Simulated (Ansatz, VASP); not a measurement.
**Two plane-wave programs on TaN**

```
Ta N
1.0
     0.00000    2.25527    2.17900
     2.25527    0.00000    2.17900
     2.25527    2.25527    0.00000
Ta N
1 1
Direct
  0.50000 0.50000 0.50000
  0.00000 0.00000 0.00000
```

Change from the starting cell: strain +0.0350 x Voigt [1, 1, 0, 0, 0, 0], atoms carried along.

Alike in both runs: task single point; functional PBEsol; k mesh 18 × 18 × 18; occupations gaussian, width 0.15 eV; no spin polarisation.

```csv
,VASP,Ansatz
version,VASP 6.6.1,Ansatz 0.2.0
potentials or method,"VASP PAW PBE potentials, release 64 (Ta_pv, N)","scalar-relativistic, plane waves, PAW"
plane-wave cutoff (eV),520,420
valence electrons in the cell,16,18
```

|  | VASP | Ansatz | Ansatz less VASP |
| --- | --- | --- | --- |
| gap on the k mesh at the Fermi level (eV) | none | none | - |
| pressure (GPa) | -16.2 | -16.9 | -0.74 |
| largest component of the traceless stress (GPa) | 11.75 | 11.64 | -0.107 |

A gap of «none» marks a metal or a gap that the smearing closes. The two sets of potentials don't hold the same shells in valence.

Caveats: so large a pressure means that the cell lies far from this level's equilibrium, or that cutoff or potentials fall short (VASP); the potentials were made for another functional, which shifts forces and pressure (VASP). The runs have no spin-orbit coupling, so splittings on Ta are missing.
